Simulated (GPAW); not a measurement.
Crystal: BaH2.

```
CELL_PARAMETERS angstrom
4.46203 0.00000 0.00000
-2.23101 3.86423 0.00000
0.00000 0.00000 6.05529
ATOMIC_POSITIONS crystal
Ba 0.33333 0.66667 0.25000
Ba 0.66667 0.33333 0.75000
H 0.00000 0.00000 0.00000
H 0.00000 0.00000 0.50000
H 0.66667 0.33333 0.25000
H 0.33333 0.66667 0.75000
```

The cell comes from a database or a generator and needn't be the stable form of this composition.

Program: GPAW 26.7.0. Alike in all runs: no spin polarisation; cell as given; cutoff (eV) 600; smearing fermi-dirac 0.05 eV.

Question: Order these runs on this cell by their band gap on the k mesh, lowest first.
A. level r2SCAN; potentials or basis GPAW PAW data sets (gpaw-data 1.2.1), pw; k mesh 6 × 6 × 4; band path GMKGALHA,LM,KH; band points 100
B. level LDA; potentials or basis the program's PAW data sets (release 1.2.1) made for this functional, pw; k mesh 6 × 6 × 4; band path GMKGALHA,LM,KH; band points 100
C. level PBEsol; potentials or basis PAW data sets generated in the run's folder for this functional, pw; k mesh 7 × 7 × 5

Answer: B (1.35 eV), C (1.69 eV), A (2.16 eV).

Caveats: spin-orbit coupling is left out, which moves the levels of the heavy elements; an odd mesh through Γ misses points on the zone boundary, where band edges often lie (some runs).

Not every run made on this cell is shown here.
